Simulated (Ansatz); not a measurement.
# Gd under changes of volume

One of the cells (33.103 Å³/atom); the others are scaled copies at fixed shape and fractional positions:

```
Gd
1.0
     3.63600    0.00000    0.00000
    -1.81800    3.14887    0.00000
     0.00000    0.00000    5.78260
Gd
2
Cartesian
  1.8180 1.0496 4.3369
  0.0000 2.0992 1.4457
```

```yaml
Program: Ansatz 0.2.0
Functional: PBE
Potentials_or_basis: Ansatz PAW
Cutoff: "420 eV (not typed: the program's choice for these potentials)"
k_mesh: 8 × 8 × 5
Occupations: fermi-dirac, width 0.05 eV
Spin: collinear spin, ferromagnetic start
Starting_moments: "[7.0, 7.0] μB"
```

| volume (Å³/atom) | energy over the lowest point (meV/atom) | pressure (GPa) | moment (μB per cell) |
| --- | --- | --- | --- |
| 31.117 | ? | ? | ? |
| 31.779 | 11.87 | 2.1 | 15.21 |
| 32.441 | 4.69 | 1.3 | 15.22 |
| 33.103 | 0.81 | 0.6 | 15.24 |
| 33.765 | 0.00 | -0.1 | 15.25 |
| 34.427 | 2.01 | -0.7 | 15.25 |
| 35.090 | 6.60 | -1.3 | 15.26 |

Task: What does the run at 31.117 Å³/atom give?

Result: Energy over the lowest point 22.60 meV/atom; pressure 3.0 GPa; moment 15.19 μB per cell.

Worked out: A Birch-Murnaghan fit of order 3 (a polynomial in V^(-2/3)) to the other rows has its minimum at 33.62 Å³/atom with B0 = V·E''(V) = 35 GPa and B' = 3.2 at fixed shape and positions, which overstates the stiffness. It gives 22.67 meV/atom at 31.117 Å³/atom, against the run's 22.60, and -dE/dV = 3.1 GPa, against 3.0. A straight line through the other rows of the moment, of slope 0.0151 μB per Å³/atom, extrapolates to 15.20 μB, against the run's 15.19.

Energies are extrapolated to zero smearing.
